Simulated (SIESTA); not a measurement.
Input of a SIESTA 5.4.2 run:

Contents of Ti.fdf:

```
SystemName                      Titanium
SystemLabel                     Ti
NumberOfSpecies                 1
NumberOfAtoms                   2
%block ChemicalSpeciesLabel
  1  22 Ti
%endblock ChemicalSpeciesLabel

UseStructFile                   true

%block kgrid.MonkhorstPack
   10   0   0  0.0
    0  10   0  0.0
    0   0   6  0.0
%endblock kgrid.MonkhorstPack
XC.Functional                   GGA
XC.Authors                      PBE
PAO.BasisSize                   DZP
PAO.EnergyShift                 0.003 Ry
Mesh.Cutoff                     800 Ry
OccupationFunction              FD
ElectronicTemperature           0.05 eV
MaxSCFIterations                120
SCF.MustConverge                false
SCF.Mixer.Method                Pulay
SCF.Mixer.Weight                0.25
SCF.Mixer.History               8
SCF.DM.Tolerance                5.0e-05
SCF.H.Tolerance                 1.0e-03 eV
WriteForces                     true
Charge.Mulliken                 end
%block PAO.Basis
  Ti 5
  n=3 0 2
    3.144 0.000
  n=4 0 2
    8.756 0.000
  n=3 1 2
    3.568 0.000
  n=4 1 1
    8.756
  n=3 2 2
    6.267 0.000
%endblock PAO.Basis
```

Contents of Ti.STRUCT_IN:

```
   2.9500000000     0.0000000000     0.0000000000
  -1.4750000000     2.5547749412     0.0000000000
   0.0000000000     0.0000000000     4.7736000000
2
1  22    0.6666666667     0.3333333333     0.7500000000
1  22    0.3333333333     0.6666666667     0.2500000000
```

Potentials or basis: PseudoDojo 0.4 standard (PBE files), DZP (energy shift 0.003 Ry; two zetas on semicore shells).

Launch:

```console
$ siesta Ti.fdf > Ti.out 2>&1
```

**Question.** What does it give for the pressure?

**Answer.** -3.4 GPa.

**Question.** Estimate the band gap on the k mesh.

**Answer.** None (metal or under the smearing width).

Stress tensor (GPa, compression positive):
```
-2.65  0.00  0.00
 0.00 -2.65  0.00
 0.00  0.00 -4.77
```

Caveat: the basis of atomic orbitals isn't converged, which shifts pressures, moduli and gaps.
